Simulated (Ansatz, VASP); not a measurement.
# SnO2: VASP beside Ansatz

Aim: how closely do two programs agree when they are given the same cell, functional and k mesh? The cell is taken from a series of VASP runs on this material, whose earlier steps may have relaxed, scaled or displaced it; both programs get it as it stands.

Program: Ansatz 0.2.0. Level of theory: plane waves, with VASP 6.6.1 beside it; relaxation of cell and atoms at r2SCAN and relaxation of cell and atoms at RPBE. Results are calculated unless marked as measured.

### Step 1. Starting point

The structure is tetragonal, space group P4_2/mnm (No. 136). The conventional cell has a = 4.793 Å, b = 4.793 Å, c = 3.225 Å, α = 90.00°, β = 90.00°, γ = 90.00°. Nearest to Sn lie 6 O at 2.07 to 2.08 Å. Nearest to O lie 3 Sn at 2.07 to 2.08 Å. Farther neighbours and most contacts between anions are not listed.

As a file:

```cif
data_structure
_symmetry_space_group_name_H-M 'P 1'
_symmetry_Int_Tables_number 1
_cell_length_a 4.7926
_cell_length_b 4.7926
_cell_length_c 3.2246
_cell_angle_alpha 90.000
_cell_angle_beta 90.000
_cell_angle_gamma 90.000
_cell_volume 74.07
loop_
_atom_site_label
_atom_site_type_symbol
_atom_site_fract_x
_atom_site_fract_y
_atom_site_fract_z
_atom_site_occupancy
Sn1 Sn 0.50000 0.50000 0.50000 1
Sn2 Sn 0.00000 0.00000 0.00000 1
O3 O 0.80570 0.19430 0.50000 1
O4 O 0.69430 0.69430 0.00000 1
O5 O 0.19430 0.80570 0.50000 1
O6 O 0.30570 0.30570 0.00000 1
```

### Step 2. Ansatz: relaxation of cell and atoms, r2SCAN

Ansatz runs on its default PAW (the set named soft_2) files.

The relaxed volume is the usual yardstick between codes: its relative difference is about their pressure difference at one cell divided by the bulk modulus.

Contents of input.yaml:

```yaml
crystal:
  lattice:
    - [4.7925891945, 0.0, 0.0]
    - [0.0, 4.7925891945, 0.0]
    - [0.0, 0.0, 3.2246159175]
  atoms:
    - { symbol: Sn, position: [0.5, 0.5, 0.5] }
    - { symbol: Sn, position: [0.0, 0.0, 0.0] }
    - { symbol: O, position: [0.8057, 0.1943, 0.5] }
    - { symbol: O, position: [0.6943, 0.6943, 0.0] }
    - { symbol: O, position: [0.1943, 0.8057, 0.5] }
    - { symbol: O, position: [0.3057, 0.3057, 0.0] }
hamiltonian:
  xc: r2scan
  pseudopotentials: { kind: paw }
kpoints:
  mp_grid: { grid: [6, 6, 6] }
scf:
  occupations: { method: gaussian, width: 0.03 }
relax:
  f_tol: 0.01
  max_steps: 60
  cell: { stress_tol: 0.05 }
output:
  forces: true
  stress: true
```

Started as:

```console
$ ansatz run input.yaml --threads 4 --pin off --max-ram 9216MiB --backend cpu --events-out ev --progress --plain --runs-dir out
```

Numbers of over 12 decimals in the logs are rounded to 6 here.

The log of the run:

```text
Engine: ansatz 0.2.0, aarch64-unknown-linux-gnu
Pseudopotentials: kind: paw
Pseudopotential: Sn, paw, valence charge 14, recommended cutoff 500 eV (meta_gga), Sn.paw.azcp
Pseudopotential: O, paw, valence charge 6, recommended cutoff 500 eV (meta_gga), O.paw.azcp
Functional definition: r2SCAN
  parameter k0 = 0.174
  parameter k1 = 0.065
  parameter a1 = 4.9479
  exchange = r2scan_x(k0 = k0, k1 = k1, a1 = a1)
  correlation = r2scan_c
Crystal: 6 atoms, lattice volume = 74.066 Å³
Basis set: ecut = 500 eV, 1915 PW (Γ), exchange–correlation on 144×144×96 points (64 copies of the dense FFT grid, shifted against one another)
Bands: 32, of which v1, the nominal top of the filled ones, is band 26 counted from 1 (25 counted from 0)
Symmetry: 16 space group operations
Space group: P42/mnm (ITA 136), of the structure as read, at distance tolerance 4.2e-5 Å
k-points: 40 of 216
Non-local potential: Sn, projectors of the file, l = 0: 2, l = 1: 2, l = 2: 2, l = 3: 2
Non-local potential: O, projectors of the file, l = 0: 2, l = 1: 2, l = 2: 1
PAW form: soft (Blöchl's): semilocal exchange-correlation on the pseudo side does not see the compensation charge
PAW frozen core: Sn, regenerated for the run's functional (the file was generated under x = pbe(κ = 0.804, μ = 0.219515), c = pbe(β = 0.066725))
PAW frozen core: O, regenerated for the run's functional (the file was generated under x = pbe(κ = 0.804, μ = 0.219515), c = pbe(β = 0.066725))
PAW one-centre angular grid: Sn, 590 points (default); XC on 249 of its mesh's 2787 points in the sphere
PAW one-centre angular grid: O, 302 points (default); XC on 160 Gauss nodes
Initial density: superposition of atomic densities (neutral atoms: chi_scale 0, normalization atom), corrected by the library's trained network
Initial wavefunctions: pseudopotential atomic-orbital guess
Functional: x = r2scan, c = r2scan; τ floored in thin density (d = 2e-4 eV/Å³)
SCF iter   1: F=—  HF=-14352.308428 eV  |F-HF|=—  |Δ(HF+E_count)|=         —  Δρ=1.03e-2  dr2=5.78e-2  dr2_τ=2.53e-1  ethr=1.77e-3  ⟨swp⟩=6.2  Hψ=5658  notcnv=0  defer=2
preconditioner: auto → Resta (q_TF=auto, 2.572 Å⁻¹)  ε∞=3.3  [insulator: Δε(μ)=1.568 eV  Ē_g=20.607 eV  σ=0.030 eV  W_gap=1.00  n_scr=18 (ndim 8)  ℏωp=31.1 eV  f_vac=0.032  D(μ)=0.00/eV (n_scr^D=0)  ε∞_Penn≈3.3]
SCF iter   2: F=—  HF=-14352.406484 eV  |F-HF|=—  |Δ(HF+E_count)|=   9.81e-2  Δρ=6.08e-3  dr2=1.51e-2  dr2_τ=1.04e-3  ethr=1.11e-4  ⟨swp⟩=2.8  Hψ=2466  notcnv=0  defer=72
SCF iter   3: F=—  HF=-14352.405438 eV  |F-HF|=—  |Δ(HF+E_count)|=   1.05e-3  Δρ=9.22e-4  dr2=6.22e-4  dr2_τ=1.20e-4  ethr=2.89e-5  ⟨swp⟩=2.0  Hψ=1376  notcnv=0  defer=32
automatic band count: iteration 3 solves 31 bands in place of 32: the levels show a gap, and the empty bands left out lie too high to hold charge; the band table lists the bands solved (type scf.n_extra_bands for more)
SCF iter   4: F=—  HF=-14352.405488 eV  |F-HF|=—  |Δ(HF+E_count)|=   4.94e-5  Δρ=3.07e-4  dr2=5.25e-5  dr2_τ=5.02e-6  ethr=1.20e-6  ⟨swp⟩=2.1  Hψ=1820  notcnv=0  defer=32
SCF iter   5: F=—  HF=-14352.405496 eV  |F-HF|=—  |Δ(HF+E_count)|=   8.24e-6  Δρ=1.13e-4  dr2=1.18e-5  dr2_τ=6.39e-7  ethr=1.01e-7  ⟨swp⟩=2.0  Hψ=1831  notcnv=0  defer=32
SCF iter   6: F=—  HF=-14352.405493 eV  |F-HF|=—  |Δ(HF+E_count)|=   2.46e-6  Δρ=5.55e-5  dr2=2.52e-6  dr2_τ=7.50e-8  ethr=2.27e-8  ⟨swp⟩=2.5  Hψ=2173  notcnv=0  defer=32
SCF iter   7: F=-14352.405493 eV  HF=-14352.405493 eV  |F-HF|=1.05e-8  |Δ(HF+E_count)|=   6.01e-7  Δρ=6.55e-6  dr2=3.06e-8  dr2_τ=1.78e-9  ethr=1.92e-10  ⟨swp⟩=4.0  Hψ=5527  notcnv=0
SCF 1 converged in 7 iterations: F = -14352.405493 eV  dr2 = 3.06e-8
  greatest PAW one-centre occupation: 0.996 electrons in one spin orbital (limit 2), on the Sn atom at site 1 (counted from 0), in its partial waves of l = 2
relax step   1: F+E_penalty+E_count = -14352.40549271 eV  Δ(F+E_penalty+E_count) = +0.000e0 eV  max|allowed force component| = 7.349e-2 eV/Å  Δτ_max = 0.0000 Å  P = -4.406 GPa  Ω = 74.066 Å³  (7 SCF iters, dr2 threshold 1.00e-7 eV, accepted)
[...]
relax step   2: F+E_penalty+E_count = -14352.42836052 eV  Δ(F+E_penalty+E_count) = -2.287e-2 eV  max|allowed force component| = 7.287e-3 eV/Å  Δτ_max = 0.0019 Å  P = +0.122 GPa  Ω = 72.465 Å³  energy of the carried Pulay correction = +7.679e-4 eV  (6 SCF iters, dr2 threshold 6.00e-7 eV, accepted)
[...]
relax step   3: F+E_penalty+E_count = -14352.42837393 eV  Δ(F+E_penalty+E_count) = -1.341e-5 eV  max|allowed force component| = 1.064e-2 eV/Å  Δτ_max = 0.0012 Å  P = +0.010 GPa  Ω = 72.512 Å³  energy of the carried Pulay correction = +7.449e-4 eV  (4 SCF iters, dr2 threshold 9.32e-8 eV, accepted)
[...]
relax step   4: F+E_penalty+E_count = -14352.42840294 eV  Δ(F+E_penalty+E_count) = -2.901e-5 eV  max|allowed force component| = 5.515e-4 eV/Å  Δτ_max = 0.0007 Å  P = -0.001 GPa  Ω = 72.516 Å³  energy of the carried Pulay correction = +7.434e-4 eV  (5 SCF iters, dr2 threshold 1.53e-8 eV, accepted)
[...]
relax step   5: F+E_penalty+E_count = -14352.42763079 eV  Δ(F+E_penalty+E_count) = +7.721e-4 eV  max|allowed force component| = 5.389e-4 eV/Å  Δτ_max = 0.0000 Å  P = +0.007 GPa  Ω = 72.516 Å³  stress off target by 8.17e-3 GPa  SCF on the basis re-selected at this cell (its energy is not comparable with the rows above)  (5 SCF iters)
basis re-selected at this cell: Δ(F+E_penalty+E_count) = +7.721e-4 eV, ΔP = +0.008 GPa vs the last step (what re-selecting the basis moved, of the pressure what is left beyond the Pulay correction that the steps carried, after the strain that the cell walked since its last selection, with what the two solves' SCF thresholds leave and, on support functions, any second-order correction that the steps lacked; it is no m [...]
SCF converged after 5 iterations
Free energy (F): -14352.427631 eV
Harris-Foulkes:  -14352.427631 eV  (|F-HF|=1.09e-11)
Internal energy: -14352.427631 eV  (E = F + TS)
E sigma→0 (E₀):  -14352.427631 eV
Fermi energy:    9.766144 eV
--- Per-component energies (eV) ---
  E_band       = -164.889679
  E_kinetic    = 1085.752786
  E_local      = -2885.355023  (includes V_loc(G=0)·N_el)
  E_nonlocal   = 131.542837
  E_hartree    = 1502.015554
  E_xc         = -1035.812504
  E_vxc        = -622.680988  (∫ρ·V_xc dr)
  E_paw        = -8986.298228  (= ΣΔE_a)
  E_vpaw       = -917.481160  (= ΣTr[D̂ρ^β])
  E_aug_tail   = 0.003907  (compensation charges beyond the density's cutoff)
  E_vtau       = 39.296757  (kinetic-family band-sum trace: ∫τ·v_τ [+ j·A + Jᵃ·Aᵃ] dr)
  E_ewald      = -4165.619837
  E_core_change = 1.342876  (= ΣΔE_core)
  E_smearing   = -0.000000  (= −TS)
  E_closure    = -0.000000  (closes the sum)
  Σ components = -14352.427631   (vs F -14352.427631, Δ=0.00e0)
--- Forces (eV/Å), atoms counted from 1 ---
  atom   1  Sn     0.00000000    -0.00000000     0.00000000
  atom   2  Sn     0.00000000     0.00000000     0.00000000
  atom   3  O      0.00053888    -0.00053888     0.00000000
  atom   4  O     -0.00053888    -0.00053888    -0.00000000
  atom   5  O     -0.00053888     0.00053888    -0.00000000
  atom   6  O      0.00053888     0.00053888     0.00000000
  max |Σ_I F_I| component: 1.73e-18 eV/Å
--- Stress (GPa, compression-positive) ---
        0.008173       0.000000       0.000000
        0.000000       0.008173       0.000000
        0.000000       0.000000       0.005791
  P = ⅓ Tr σ = 0.0074 GPa (0.074 kbar)
--- Relaxed structure (4 steps of the walk, 4 accepted, 1 SCFs on fresh bases) ---
  F+E_penalty+E_count = -14352.42763079 eV   max|allowed force component| = 5.389e-4 eV/Å   (the final SCF, on the basis selected at the relaxed cell)
  cell:  # Å, volume = 72.5155 Å³
    - [4.759766, 0, 0]
    - [0, 4.759766, 0]
    - [0, 0, 3.200809]
  atoms:
    - { symbol: Sn, position: [0.5, 0.5, 0.5] }
    - { symbol: Sn, position: [0, 0, 0] }
    - { symbol: O, position: [0.805905, 0.194095, 0.5] }
    - { symbol: O, position: [0.694095, 0.694095, 0] }
    - { symbol: O, position: [0.194095, 0.805905, 0.5] }
    - { symbol: O, position: [0.305905, 0.305905, 0] }
```

It took 12 s on 4 threads of Arm Neoverse V2, shared host; peak memory 0.55 GiB.

### Step 3. VASP: relaxation of cell and atoms, r2SCAN

The same cell, functional, mesh and smearing now go to VASP, with its own data sets and cutoff.

Lines of VASP's logs that name or quote its potential files are left out, and so is its time.

Contents of INCAR:

```
SYSTEM = SnO2
PREC = Accurate
ENCUT = 520
EDIFF = 1E-06
NELM = 100
ISMEAR = 0
SIGMA = 0.03
LREAL = .FALSE.
ALGO = Normal
METAGGA = R2SCAN
LASPH = .TRUE.
NBANDS = 32
LORBIT = 11
LWAVE = .FALSE.
LCHARG = .FALSE.
KPAR = 4
IBRION = 2
NSW = 50
ISIF = 3
EDIFFG = -0.004
```

Contents of POSCAR:

```
SnO2
1.0
    4.7925891945      0.0000000000      0.0000000000
    0.0000000000      4.7925891945      0.0000000000
    0.0000000000      0.0000000000      3.2246159175
Sn O
2 4
Direct
    0.5000000000      0.5000000000      0.5000000000
    0.0000000000      0.0000000000      0.0000000000
    0.8057000000      0.1943000000      0.5000000000
    0.6943000000      0.6943000000      0.0000000000
    0.1943000000      0.8057000000      0.5000000000
    0.3057000000      0.3057000000      0.0000000000
```

Contents of KPOINTS:

```
Automatic mesh
0
Gamma
6 6 6
0 0 0
```

The projector-augmented-wave data sets are Sn_d and O (PBE family, release 64).

Started as:

```console
$ mpirun -np 4 vasp_std
```

The log of the run:

```text
[banner, memory and clock lines left out]
running    4 mpi-ranks, on    1 nodes
 distrk:  each k-point on    1 cores,    4 groups
 distr:  one band on    1 cores,    1 groups

 POSCAR found type information on POSCAR SnO
 POSCAR found :  2 types and       6 ions
|                                                                             |
|               ----> ADVICE to this user running VASP <----                  |
|                                                                             |
|     You enforced a specific xc type in the INCAR file but a different       |
|     [... a line on the potential file left out ...]
|     I HOPE YOU KNOW WHAT YOU ARE DOING!                                     |
|                                                                             |

 LDA part: xc-table for (None), standard interpolation
 POSCAR, INCAR and KPOINTS ok, starting setup
 FFT: planning ... GRIDC
 FFT: planning ... GRID_SOFT
 FFT: planning ... GRID
 WAVECAR not read
 entering main loop
       N       E                     dE             d eps       ncg     rms          rms(c)
DAV:   1     0.600964171651E+03    0.60096E+03   -0.26759E+04  2784   0.257E+03
DAV:   2    -0.857267551536E+00   -0.60182E+03   -0.57525E+03  2856   0.679E+02
DAV:   3    -0.984277555012E+02   -0.97570E+02   -0.96131E+02  2960   0.228E+02
DAV:   4    -0.103237996863E+03   -0.48102E+01   -0.47871E+01  3088   0.560E+01
DAV:   5    -0.103390573306E+03   -0.15258E+00   -0.15253E+00  3280   0.101E+01    0.155E+01
DAV:   6    -0.841589392264E+02    0.19232E+02   -0.14061E+01  3976   0.731E+01    0.666E+00
DAV:   7    -0.845439645121E+02   -0.38503E+00   -0.30946E+00  3536   0.119E+01    0.386E+00
DAV:   8    -0.846687803583E+02   -0.12482E+00   -0.58663E-01  3568   0.112E+01    0.137E+00
DAV:   9    -0.846191670684E+02    0.49613E-01   -0.25651E-01  3840   0.748E+00    0.236E-01
DAV:  10    -0.846206205797E+02   -0.14535E-02   -0.19547E-02  2888   0.976E-01    0.203E-01
DAV:  11    -0.846205646699E+02    0.55910E-04   -0.68043E-03  3080   0.637E-01    0.111E-01
DAV:  12    -0.846204265568E+02    0.13811E-03   -0.42878E-04  3232   0.171E-01    0.612E-02
DAV:  13    -0.846203783915E+02    0.48165E-04   -0.12692E-04  3168   0.946E-02    0.291E-02
DAV:  14    -0.846203667800E+02    0.11612E-04   -0.64620E-05  3248   0.625E-02    0.242E-03
DAV:  15    -0.846203677834E+02   -0.10034E-05   -0.41276E-06  2808   0.141E-02    0.360E-03
DAV:  16    -0.846203679160E+02   -0.13266E-06   -0.25360E-07  1776   0.430E-03
   1 F= -.84620368E+02 E0= -.84620368E+02  d E =-.846204E+02
[...]
2 F= -.84605461E+02 E0= -.84605461E+02  d E =0.149067E-01
[...]
3 F= -.84633166E+02 E0= -.84633166E+02  d E =-.127981E-01
[...]
4 F= -.84633164E+02 E0= -.84633164E+02  d E =-.127958E-01
[...]
5 F= -.84633271E+02 E0= -.84633271E+02  d E =-.107587E-03
[...]
6 F= -.84633274E+02 E0= -.84633274E+02  d E =-.110014E-03
[...]
7 F= -.84633277E+02 E0= -.84633277E+02  d E =-.329991E-05
 trial-energy change:   -0.000003  1 .order    0.000001   -0.000013    0.000015
 step:   0.6183(harm=  0.4231)  dis= 0.00008  next Energy=   -84.633279 (dE=-0.563E-05)
 bond charge predicted
       N       E                     dE             d eps       ncg     rms          rms(c)
DAV:   1    -0.846332864178E+02   -0.85345E-05   -0.25075E-04  3248   0.228E-01    0.185E-02
DAV:   2    -0.846332786403E+02    0.77775E-05   -0.17659E-05  3624   0.488E-02    0.738E-03
DAV:   3    -0.846332767940E+02    0.18464E-05   -0.22440E-06  2136   0.341E-02    0.230E-03
DAV:   4    -0.846332771262E+02   -0.33222E-06   -0.70770E-07  1472   0.136E-02
   8 F= -.84633277E+02 E0= -.84633277E+02  d E =-.339444E-05
 curvature:  -0.18 expect dE=-0.101E-05 dE for cont linesearch -0.148E-06
 trial: gam= 0.00000 g(F)=  0.212E-05 g(S)=  0.350E-05 ort =-0.338E-05 (trialstep = 0.862E+00)
 search vector abs. value=  0.562E-05
 reached required accuracy - stopping structural energy minimisation
```

OUTCAR, selected parts (step 3):

```text
ion  position               nearest neighbor table
   1  0.500  0.500  0.500-   3 2.07   5 2.07   4 2.08   6 2.08   4 2.08   6 2.08   2 3.75   2 3.75
                             2 3.75   2 3.75   2 3.75   2 3.75   2 3.75   2 3.75
   2  0.000  0.000  0.000-   4 2.07   6 2.07   5 2.08   3 2.08   3 2.08   5 2.08   1 3.75   1 3.75
                             1 3.75   1 3.75   1 3.75   1 3.75   1 3.75   1 3.75
   3  0.806  0.194  0.500-   1 2.07   2 2.08   2 2.08
   4  0.694  0.694  0.000-   2 2.07   1 2.08   1 2.08
   5  0.194  0.806  0.500-   1 2.07   2 2.08   2 2.08
   6  0.306  0.306  0.000-   2 2.07   1 2.08   1 2.08

  LATTYP: Found a simple tetragonal cell.
 ALAT       =     4.7925891945
 C/A-ratio  =     0.6728337829

 Subroutine GETGRP returns: Found 16 space group operations
 (whereof  8 operations were pure point group operations)

The static configuration has the point symmetry D_2h.
 The point group associated with its full space group is D_4h.

 Found     40 irreducible k-points:

   k-points           NKPTS =     40   k-points in BZ     NKDIM =     40   number of bands    NBANDS=     32

   dimension x,y,z NGX =    36 NGY =   36 NGZ =   24
   dimension x,y,z NGXF=    72 NGYF=   72 NGZF=   48

   ENCUT  =  520.0 eV  38.22 Ry    6.18 a.u.   8.91  8.91  6.00*2*pi/ulx,y,z

   NELECT =      52.0000    total number of electrons

 k-points in reciprocal lattice and weights: Automatic mesh
   0.00000000  0.00000000  0.00000000       0.005
   0.16666667  0.00000000  0.00000000       0.019
   0.33333333  0.00000000  0.00000000       0.019
   0.50000000  0.00000000  0.00000000       0.009
   0.16666667  0.16666667  0.00000000       0.019
   0.33333333  0.16666667  0.00000000       0.037
   0.50000000  0.16666667  0.00000000       0.019
   0.33333333  0.33333333  0.00000000       0.019
   0.50000000  0.33333333  0.00000000       0.019
[...]
0.50000000  0.33333333  0.50000000       0.019
   0.50000000  0.50000000  0.50000000       0.005

 average (electrostatic) potential at core
       1-105.2114       2-105.2114       3 -71.7509       4 -71.7509       5 -71.7509
       6 -71.7509

 E-fermi :   5.6779

 k-point     1 :       0.0000    0.0000    0.0000
  band No.  band energies     occupation
    ...
     22       4.2778      2.00000
     23       4.2778      2.00000
     24       4.7286      2.00000
     25       4.7286      2.00000
     26       5.5003      2.00000
     27       7.2303      0.00000
     28      12.2595      0.00000
     29      12.5144      0.00000
     30      12.5144      0.00000
     31      16.5787      0.00000
    ...

 k-point     2 :       0.1667    0.0000    0.0000
  band No.  band energies     occupation
    ...
     22       4.2263      2.00000
     23       4.2857      2.00000
     24       4.3049      2.00000
     25       4.7478      2.00000
     26       5.3658      2.00000
     27       7.8924      0.00000
     28      12.0147      0.00000
     29      12.6320      0.00000
     30      12.7658      0.00000
     31      16.8672      0.00000
    ...

 k-point     3 :       0.3333    0.0000    0.0000
  band No.  band energies     occupation
    ...
     22       3.8675      2.00000
     23       4.3058      2.00000
     24       4.3311      2.00000
     25       4.7980      2.00000
     26       5.0734      2.00000
     27       9.1636      0.00000
     28      11.4379      0.00000
     29      12.9738      0.00000
     30      13.1427      0.00000
     31      17.2645      0.00000
    ...

  Total       -0.0112921     -0.0112921     -0.0134185     -0.0000000      0.0000000      0.0000000
  in kB       -0.2482335     -0.2482335     -0.2949763     -0.0000000      0.0000000      0.0000000
  external PRESSURE =      -0.2638144 kB  Pullay stress =       0.0000000 kB

  energy-cutoff  :      520.00
  volume of cell :       72.88
      direct lattice vectors                 reciprocal lattice vectors
     4.766635962  0.000000000  0.000000000     0.209791561 -0.000000000  0.000000000
     0.000000000  4.766635962  0.000000000    -0.000000000  0.209791561  0.000000000
     0.000000000  0.000000000  3.207761927     0.000000000  0.000000000  0.311743834

 POSITION                                       TOTAL-FORCE (eV/Angst)
 -----------------------------------------------------------------------------------
      2.38332      2.38332      1.60388        -0.000000      0.000000     -0.000000
      0.00000      0.00000      3.20776         0.000000      0.000000     -0.000000
      3.84117      0.92547      1.60388         0.002342     -0.002342      0.000000
      3.30879      3.30879      0.00000        -0.002342     -0.002342      0.000000
      0.92547      3.84117      1.60388        -0.002342      0.002342     -0.000000
      1.45785      1.45785      0.00000         0.002342      0.002342     -0.000000
 -----------------------------------------------------------------------------------
    total drift:                                0.000000      0.000000      0.000000

  FREE ENERGIE OF THE ION-ELECTRON SYSTEM (eV)
  ---------------------------------------------------
  free  energy   TOTEN  =       -84.6332771262 eV

  energy  without entropy=      -84.6332771262  energy(sigma->0) =      -84.63327713

 reached required accuracy - stopping structural energy minimisation

 total charge
# of ion       s       p       d       tot
------------------------------------------
    1        0.832   1.097  10.374  12.303
    2        0.832   1.097  10.374  12.303
    3        1.562   3.535   0.000   5.097
    4        1.562   3.535   0.000   5.097
    5        1.562   3.535   0.000   5.097
    6        1.562   3.535   0.000   5.097
--------------------------------------------------
tot          7.912  16.335  20.749  44.995

[... 3 further parts left out ...]
```

CONTCAR:

```
SnO2
   1.00000000000000
     4.7666359616337033    0.0000000000000000    0.0000000000000000
     0.0000000000000000    4.7666359616337033    0.0000000000000000
     0.0000000000000000    0.0000000000000000    3.2077619265551500
  Sn              O
     2     4
Direct
     0.5000000000000000    0.5000000000000000    0.5000000000000000
     0.0000000000000000    0.0000000000000000    1.0000000000000000
     0.8058446623529562    0.1941553376470438    0.5000000000000000
     0.6941553376470438    0.6941553376470438    0.0000000000000000
     0.1941553376470438    0.8058446623529562    0.5000000000000000
     0.3058446623529563    0.3058446623529563    0.0000000000000000
```

(Continued in part 2 of 2.)

[Lines on the potential files, build, host, timing and source positions are cut from VASP's logs without a mark.]

[Logs are printed without paths, hosts, clocks, repeated set-up lines and the standing remarks that a program may print on its own settings, such as how far it seeks lower states.]

[Hosts, paths, dates, database ids (printed as entryN), source tags and the programs' standing remarks are cut or masked in the printed files.]
